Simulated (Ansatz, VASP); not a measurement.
**One calculation of Au, two programs**

File INCAR:

```
  PREC = Accurate
  ENCUT = 600
  EDIFF = 1E-7
  ISMEAR = 0
  SIGMA = 0.1
  LREAL = F
  LASPH = T
  NELM = 100
  ALGO = Fast
  ISIF = 3
  LWAVE = F
  LCHARG = F
  GGA = PE
  IBRION = 2
  NSW = 90
  EDIFFG = -0.04
```

Contents of KPOINTS:

```
Automatic mesh
0
Gamma
  3 3 4
```

Contents of POSCAR:

```
Au
1.0
    5.7763378362      0.0000000000      0.0000000000
   -2.8881689181      5.0024553070      0.0000000000
    0.0000000000      0.0000000000      4.0496901574
Au
6
Direct
    0.0000000000      0.2951400000      0.2500000000
    0.0000000000      0.7048600000      0.7500000000
    0.2951400000      0.0000000000      0.2500000000
    0.2951400000      0.2951400000      0.7500000000
    0.7048600000      0.0000000000      0.7500000000
    0.7048600000      0.7048600000      0.2500000000
```

Input for Ansatz:

```yaml
crystal:
  lattice:
    - [5.7763378362, 0.0, 0.0]
    - [-2.8881689181, 5.002455307, 0.0]
    - [0.0, 0.0, 4.0496901574]
  atoms:
    - { symbol: Au, position: [0.0, 0.29514, 0.25] }
    - { symbol: Au, position: [0.0, 0.70486, 0.75] }
    - { symbol: Au, position: [0.29514, 0.0, 0.25] }
    - { symbol: Au, position: [0.29514, 0.29514, 0.75] }
    - { symbol: Au, position: [0.70486, 0.0, 0.75] }
    - { symbol: Au, position: [0.70486, 0.70486, 0.25] }
basis:
  ecutwfc: 420
kpoints:
  mp_grid: { grid: [3, 3, 4] }
hamiltonian:
  xc: pbe
scf:
  occupations: { method: gaussian, width: 0.1 }
  lower_state_search: "off"
output:
  forces: true
  stress: true
  eigenvalues: true
relax:
  adjacent_minimum: "off"
  f_tol: 0.04
  max_steps: 70
  cell: { stress_tol: 0.4 }
```

Alike in both runs: task relaxation of cell and atoms; functional PBE; k mesh 3 × 3 × 4; occupations gaussian, width 0.1 eV; no spin polarisation.

|  | VASP | Ansatz |
| --- | --- | --- |
| version | VASP 6.6.1 | Ansatz 0.2.0 |
| potentials or method | VASP PAW PBE potentials, release 64 (Au) | scalar-relativistic, plane waves, PAW |
| plane-wave cutoff (eV) | 600 | 420 |
| valence electrons in the cell | 66 | 114 |

|  | VASP | Ansatz | Ansatz less VASP |
| --- | --- | --- | --- |
| gap on the k mesh at the Fermi level, each at its own relaxed structure (eV) | none | none | - |
| relaxed volume (Å³/atom) | 18.06 | 18.07 | +0.017 |
| relaxed cell length with the largest relative difference (Å) | 4.967 | 4.953 | -0.0143 |
| energy change over the relaxation (meV/atom) | -465 | -469 | -3.5 |

A gap of «none» marks a metal or a gap that the smearing closes. The two sets of potentials don't hold the same shells in valence.

Caveats: the k mesh is coarse (spacing up to 0.42 Å⁻¹), so the values aren't converged. The runs have no spin-orbit coupling, so splittings on Au are missing.
